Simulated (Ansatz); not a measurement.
The system is Zn.

```
Zn
1.0
     2.67000    0.00000    0.00000
    -1.33500    2.31229    0.00000
     0.00000    0.00000    4.96600
Zn
2
Cartesian
  1.3350 0.7708 3.7245
  0.0000 1.5415 1.2415
```

Base run:

* Program: Ansatz 0.2.0
* Functional: PBEsol
* Potentials or basis: all-electron PAW datasets made for the crystal
* Cutoff: 260 eV
* Density cutoff: 1040 eV
* k mesh: 11 × 11 × 6
* Occupations: fermi-dirac, width 0.05 eV
* Spin: no spin polarisation

Its results: pressure -5.6 GPa.

The run is repeated on the same cell with these changes: potentials or basis from all-electron PAW datasets made for the crystal to all-electron LAPW, non-relativistic; cutoff from 260 eV to 264 eV; density cutoff from 1040 eV to 1055 eV. What comes out?

Pressure -3.6 GPa.

Not every run made on this cell is shown here.
